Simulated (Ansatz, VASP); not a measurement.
## P in two plane-wave programs

Aim: how closely do two programs agree when they are given the same cell, functional and k mesh? The cell is taken from a series of runs on this material, whose earlier steps may have relaxed, scaled, displaced or heated it; both programs get it as it stands.

Calculated with Ansatz 0.2.0; plane waves, with VASP 6.6.1 beside it; single point at HSE06.

**1. Set-up**

The cell holds 4 atoms: 4 P. Its edges and angles: a = 3.257 Å, b = 3.257 Å, c = 34.900 Å, α = 90.0°, β = 90.0°, γ = 120.0°. Vacuum lies along c.

As a file:

```xyz
4
Lattice="3.2570 0.0000 0.0000 -1.6285 2.8207 0.0000 0.0000 0.0000 34.9000" Properties=species:S:1:pos:R:3
P     0.0000    1.8805   15.7775
P     1.6285    0.9402   14.5347
P     1.6285    0.9402   20.3653
P     0.0000    0.0000   19.1225
```

**2. VASP: single point, HSE06**

A single point gives forces, pressure and levels at one fixed geometry, so differences don't come from the geometry; what else differs is listed under the comparison.

Lines of VASP's logs that name or quote its potential files are left out, and so is its time.

The run reads the wave functions of an earlier VASP run, which isn't shown here.

The input, INCAR:

```
SYSTEM = P
PREC = Accurate
ENCUT = 400
EDIFF = 1E-06
NELM = 100
ISMEAR = 0
SIGMA = 0.01
LREAL = .FALSE.
ALGO = Normal
LHFCALC = .TRUE.
AEXX = 0.25
GGA = PE
HFSCREEN = 0.208
LASPH = .TRUE.
NBANDS = 16
PRECFOCK = Fast
LORBIT = 11
LWAVE = .FALSE.
LCHARG = .FALSE.
KPAR = 4
NCORE = 2
ISIF = 2
LDIPOL = .TRUE.
IDIPOL = 3
DIPOL = 0.5 0.5 0.5
LVHAR = .TRUE.
```

The input, POSCAR:

```
P
1.0
    3.2570351204      0.0000000000      0.0000000000
   -1.6285175602      2.8206751553      0.0000000000
    0.0000000000      0.0000000000     34.9000000000
P
4
Direct
    0.3333333333      0.6666666667      0.4520772583
    0.6666666667      0.3333333333      0.4164669855
    0.6666666667      0.3333333333      0.5835330145
    0.0000000000      0.0000000000      0.5479227417
```

The input, KPOINTS:

```
Automatic mesh
0
Gamma
6 6 1
0 0 0
```

Potentials, in the order of the species: P (PBE family, release 64).

On the command line:

```console
> mpirun -np 8 vasp_std
```

Numbers of over 12 decimals in the logs are rounded to 6 here.

Output:

```text
[banner, memory and clock lines left out]
running    8 mpi-ranks, on    1 nodes
 distrk:  each k-point on    2 cores,    4 groups
 distr:  one band on    2 cores,    1 groups

 POSCAR found type information on POSCAR P
 POSCAR found :  1 types and       4 ions
 LDA part: xc-table for (Slater+PW92), standard interpolation
 found WAVECAR, reading the header
 POSCAR, INCAR and KPOINTS ok, starting setup
 FFT: planning ... GRIDC
 FFT: planning ... GRID_SOFT
 FFT: planning ... GRID
 reading WAVECAR
 the WAVECAR file was read successfully
 initial charge from wavefunction
 entering main loop
       N       E                     dE             d eps       ncg     rms          rms(c)
DAV:   1    -0.255848202590E+02   -0.25585E+02   -0.60637E-01   256   0.467E+00    0.239E+00
DAV:   2    -0.255921954546E+02   -0.73752E-02   -0.37020E-02   296   0.105E+00    0.162E+00
DAV:   3    -0.255908709182E+02    0.13245E-02   -0.20179E-03   320   0.268E-01    0.976E-01
DAV:   4    -0.255903106665E+02    0.56025E-03   -0.47683E-04   288   0.119E-01    0.562E-01
DAV:   5    -0.255901434817E+02    0.16718E-03   -0.17248E-04   312   0.697E-02    0.313E-01
DAV:   6    -0.255900982220E+02    0.45260E-04   -0.44382E-05   296   0.356E-02    0.175E-01
DAV:   7    -0.255900863673E+02    0.11855E-04   -0.11759E-05   304   0.187E-02    0.979E-02
DAV:   8    -0.255900853538E+02    0.10135E-05   -0.31166E-06   240   0.101E-02    0.554E-02
DAV:   9    -0.255900876462E+02   -0.22924E-05   -0.13061E-06   216   0.692E-03    0.316E-02
DAV:  10    -0.255900903507E+02   -0.27045E-05   -0.65887E-07   216   0.507E-03    0.179E-02
DAV:  11    -0.255900935905E+02   -0.32399E-05   -0.41361E-07   216   0.397E-03    0.990E-03
DAV:  12    -0.255900964670E+02   -0.28765E-05   -0.25600E-07   216   0.298E-03    0.541E-03
DAV:  13    -0.255900989971E+02   -0.25301E-05   -0.16790E-07   216   0.228E-03    0.295E-03
DAV:  14    -0.255901014202E+02   -0.24231E-05   -0.12597E-07   208   0.177E-03    0.169E-03
DAV:  15    -0.255901033777E+02   -0.19575E-05   -0.89198E-08   208   0.138E-03    0.114E-03
DAV:  16    -0.255901053070E+02   -0.19293E-05   -0.78108E-08   208   0.114E-03    0.933E-04
DAV:  17    -0.255901067231E+02   -0.14161E-05   -0.54114E-08   192   0.903E-04    0.845E-04
DAV:  18    -0.255901082222E+02   -0.14992E-05   -0.52679E-08   208   0.790E-04    0.786E-04
DAV:  19    -0.255901092816E+02   -0.10594E-05   -0.36228E-08   192   0.645E-04    0.734E-04
DAV:  20    -0.255901104791E+02   -0.11975E-05   -0.37805E-08   208   0.598E-04    0.687E-04
DAV:  21    -0.255901112218E+02   -0.74273E-06   -0.23766E-08   168   0.484E-04
   1 F= -.25590111E+02 E0= -.25590111E+02  d E =-.554647E-30
```

OUTCAR, selected parts (step 2):

```text
ion  position               nearest neighbor table
   1  0.333  0.667  0.452-   2 2.25   2 2.25   2 2.25
   2  0.667  0.333  0.416-   1 2.25   1 2.25   1 2.25
   3  0.667  0.333  0.584-   4 2.25   4 2.25   4 2.25
   4  0.000  0.000  0.548-   3 2.25   3 2.25   3 2.25

  LATTYP: Found a hexagonal cell.
 ALAT       =     3.2570351204
 C/A-ratio  =    10.7152667103

 Subroutine GETGRP returns: Found 12 space group operations
 (whereof  6 operations were pure point group operations)

The static configuration has the point symmetry C_3v.
 The point group associated with its full space group is D_3d.

 Found      7 irreducible k-points:

   k-points           NKPTS =      7   k-points in BZ     NKDIM =     36   number of bands    NBANDS=     16

   dimension x,y,z NGX =    24 NGY =   24 NGZ =  240
   dimension x,y,z NGXF=    48 NGYF=   48 NGZF=  480

   ENCUT  =  400.0 eV  29.40 Ry    5.42 a.u.   5.31  5.31 56.91*2*pi/ulx,y,z

   NELECT =      20.0000    total number of electrons

 k-points in reciprocal lattice and weights: Automatic mesh
   0.00000000  0.00000000  0.00000000       0.028
   0.16666667  0.00000000  0.00000000       0.167
   0.33333333  0.00000000  0.00000000       0.167
   0.50000000  0.00000000  0.00000000       0.083
   0.16666667  0.16666667  0.00000000       0.167
   0.33333333  0.16666667  0.00000000       0.333
   0.33333333  0.33333333  0.00000000       0.056

  exchange ACFDT corr.  =         0.00000000  see jH, gK, PRB 81, 115126

 dipolmoment           0.000000      0.000000     -0.000000 electrons x Angstroem

 average (electrostatic) potential at core
       1 -88.1064       2 -88.1114       3 -88.1114       4 -88.1064

 E-fermi :  -3.3459

 k-point     1 :       0.0000    0.0000    0.0000
  band No.  band energies     occupation
    ...
      6      -3.9816      2.00000
      7      -3.9816      2.00000
      8      -3.9780      2.00000
      9      -3.9780      2.00000
     10      -3.5620      2.00000
     11       0.9612      0.00000
     12       0.9612      0.00000
     13       1.0684      0.00000
     14       1.0684      0.00000
     15       1.0710      0.00000
    ...

 k-point     2 :       0.1667    0.0000    0.0000
  band No.  band energies     occupation
    ...
      6      -6.6682      2.00000
      7      -4.8914      2.00000
      8      -4.8677      2.00000
      9      -4.8309      2.00000
     10      -3.4251      2.00000
     11      -0.0896      0.00000
     12      -0.0371      0.00000
     13       2.0001      0.00000
     14       2.1575      0.00000
     15       2.6639      0.00000
    ...

 k-point     3 :       0.3333    0.0000    0.0000
  band No.  band energies     occupation
    ...
      6      -8.2548      2.00000
      7      -5.9977      2.00000
      8      -5.9516      2.00000
      9      -4.6737      2.00000
     10      -3.9940      2.00000
     11      -1.3999      0.00000
     12      -0.9438      0.00000
     13       0.6954      0.00000
     14       1.5245      0.00000
     15       2.4625      0.00000
    ...

  Total       -0.1119040     -0.1119040     -0.8551373      0.0000000     -0.0000000     -0.0000000
  in kB       -0.5591848     -0.5591848     -4.2731240      0.0000000     -0.0000000     -0.0000000
  external PRESSURE =      -1.7971645 kB  Pullay stress =       0.0000000 kB

  energy-cutoff  :      400.00
  volume of cell :      320.63
      direct lattice vectors                 reciprocal lattice vectors
     3.257035120  0.000000000  0.000000000     0.307027699  0.177262525  0.000000000
    -1.628517560  2.820675155  0.000000000     0.000000000  0.354525050  0.000000000
     0.000000000  0.000000000 34.900000000     0.000000000  0.000000000  0.028653295

 POSITION                                       TOTAL-FORCE (eV/Angst)
 -----------------------------------------------------------------------------------
     -0.00000      1.88045     15.77750         0.000000      0.000000     -0.679780
      1.62852      0.94023     14.53470         0.000000     -0.000000      0.533499
      1.62852      0.94023     20.36530        -0.000000      0.000000     -0.533499
      0.00000      0.00000     19.12250        -0.000000     -0.000000      0.679780
 -----------------------------------------------------------------------------------
    total drift:                               -0.000000      0.000000     -0.000000

  FREE ENERGIE OF THE ION-ELECTRON SYSTEM (eV)
  ---------------------------------------------------
  free  energy   TOTEN  =       -25.5901112218 eV

  energy  without entropy=      -25.5901112218  energy(sigma->0) =      -25.59011122

 vacuum level on the upper side and lower side of the slab         2.703         2.703

 total charge
# of ion       s       p       d       tot
------------------------------------------
    1        1.094   1.369   0.000   2.463
    2        1.092   1.369   0.000   2.461
    3        1.092   1.369   0.000   2.461
    4        1.094   1.369   0.000   2.463
--------------------------------------------------
tot          4.371   5.476   0.000   9.847

[... 3 further parts left out ...]
```

The gap is read on the k-mesh alone, so it is an upper bound where the band edges lie off the mesh. The k-mesh is coarse for exact exchange; levels may shift by about 0.1 eV on a finer one. The PAW data sets were made with PBE, which is usual practice but a small mismatch for other functionals.

[end of part 1 of 2]

[Lines on the potential files, build, host, timing and source positions are cut from VASP's logs without a mark.]

[Logs are printed without paths, hosts, clocks, repeated set-up lines and the standing remarks that a program may print on its own settings, such as how far it seeks lower states.]

[Hosts, paths, dates, database ids (printed as entryN), source tags and the programs' standing remarks are cut or masked in the printed files.]
